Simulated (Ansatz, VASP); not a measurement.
# GaN: VASP beside Ansatz

```xyz
4
Lattice="3.1826 0.0000 0.0000 -1.5913 2.7562 0.0000 0.0000 0.0000 5.1854" Properties=species:S:1:pos:R:3 pbc="T T T"
Ga    0.0000    1.8375   -0.0042
Ga    1.5913    0.9187    2.5885
N     0.0000    1.8375    1.9487
N     1.5913    0.9187    4.5414
```

Alike in both runs: task single point; functional PBEsol; k mesh 12 × 12 × 6; occupations gaussian, width 0.02 eV; no spin polarisation.

```csv
,VASP,Ansatz
version,VASP 6.6.1,Ansatz 0.2.0
potentials or method,"VASP PAW PBE potentials, release 64 (Ga_d, N)","scalar-relativistic, plane waves, PAW"
plane-wave cutoff (eV),520,420
valence electrons in the cell,36,36
```

```tsv
	VASP	Ansatz	Ansatz less VASP
gap on the k mesh at the Fermi level (eV)	1.89	1.88	-0.018
least direct gap on the mesh (eV)	1.89	1.88	-0.018
pressure (GPa)	-0.1	0.0	+0.13
```

With one functional, cell and mesh, what is left measures potentials, basis and numerics.

Caveats: the PAW data sets were made with another functional, which shifts forces and pressure a little (VASP).
